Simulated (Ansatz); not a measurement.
Runs of Ansatz 0.2.0 on CdSe. The structure is cubic, space group F-43m (No. 216). Conventional cell: a = 6.141 Å, b = 6.141 Å, c = 6.141 Å, α = 90.00°, β = 90.00°, γ = 90.00°. Around Cd (site symmetry -43m) lie 4 Se at 2.66 Å. Se (site symmetry -43m) has 4 Cd at 2.66 Å as nearest neighbours. Measurements of this composition are mostly on another form, of space group No. 186.

| task | level | cell | k mesh | cutoff (eV) | smearing | basis error allowed | mesh quality | gap on the mesh (eV) | pressure (GPa) |
| --- | --- | --- | --- | --- | --- | --- | --- | --- | --- |
| single point | PBE | as given | 4 × 4 × 4 | 225 | fermi-dirac 0.06 eV | 0.004 eV/atom | coarse | 0.54 | (a) |
| single point | PBE | as given | 8 × 8 × 8 | 266 | gaussian 0.012 eV | 0.001 eV/atom | not flagged | 0.55 | 1.3 |
| relaxation of cell and atoms | RPBE+D4 | relaxed | 8 × 8 × 8 | - | fermi-dirac 0.05 eV | 0.001 eV/atom | not flagged | 0.76 | 0.0 |
| single point | PBE | as given | 8 × 8 × 8 | 266 | gaussian 0.011 eV | 0.001 eV/atom | not flagged | 0.55 | 1.3 |
| single point | PBE | as given | 8 × 8 × 8 | 266 | gaussian 0.028 eV | 0.001 eV/atom | not flagged | 0.55 | 1.3 |

Alike in all rows: potentials or basis all-electron LAPW, scalar-relativistic; no spin polarisation.

Task: Estimate the missing entries.

Result: (a) 1.5.

Caveats: some runs use coarse meshes.

A k mesh can miss the band edges, and the runs leave out spin-orbit coupling on Cd, Se.
